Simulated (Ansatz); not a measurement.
# SiC: the cost of one run

Computed with Ansatz 0.2.0 (DFT PBE, scalar-relativistic, plane waves, PAW, unless a step's input says otherwise).

The COD entry's cell or inner coordinates are ideal or old and differ from later refinements, so a difference from it is no clean test against experiment.

16 further runs of the same task are left out: 16 set aside as unsound or not needed.

## (1) Starting point

The structure is cubic, space group F-43m (No. 216). Conventional cell: a = 4.380 Å, b = 4.380 Å, c = 4.380 Å, α = 90.00°, β = 90.00°, γ = 90.00°. Si (site symmetry -43m) has 4 C at 1.90 Å as nearest neighbours. Around C (site symmetry -43m) lie 4 Si at 1.90 Å.

As a file:

```xyz
2
Lattice="0.0000 2.1898 2.1898 2.1898 0.0000 2.1898 2.1898 2.1898 0.0000" Properties=species:S:1:pos:R:3 pbc="T T T"
Si    0.0000    0.0000    0.0000
C     3.2847    3.2847    3.2847
```

It is the result of an earlier relaxation at this level (volume 10.50 Å³/atom; gap on the mesh: 1.37 eV).

## (2) What is varied

The energy is mapped over volume and the cell's shape.

First coordinate, volume per atom: 7 values from 9.24 to 11.76 Å³. Second coordinate, length along [111] over the lengths across it, relative to the cubic cell: 7 values from 0.923 to 1.083.

Nothing else is relaxed (fractional coordinates fixed). Energies count from the relaxed crystal. Points are written as (first, second).

## (3) The run at (9.66 Å³, 0.923)

input.yaml reads:

```yaml
crystal:
  lattice:
    - [0.0, 2.1874600342, 2.1874600342]
    - [2.1874600342, 0.0, 2.1874600342]
    - [2.0751704191, 2.0751704191, 0.1122896151]
  atoms:
    - { symbol: Si, position: [0.0, 0.0, 0.0] }
    - { symbol: C, position: [0.75, 0.75, 0.75] }
basis:
  ecutwfc: 520.0
kpoints:
  mp_grid: { grid: [12, 12, 12] }
hamiltonian:
  xc: pbe
  pseudopotentials: { kind: paw, azcp: { folder: soft_1 } }
scf:
  occupations: { method: gaussian, width: 0.05 }
output:
  forces: true
  stress: true
  eigenvalues: true
```

Launch:

```
$ ansatz run input.yaml --threads 1 --pin off --max-ram 2048MiB --backend cpu --events-out ev --progress --plain --runs-dir out
```

What time and memory should one allow on 1 thread of Arm Neoverse N1, shared host?

About 8.4 s, with a peak of 0.32 GiB.
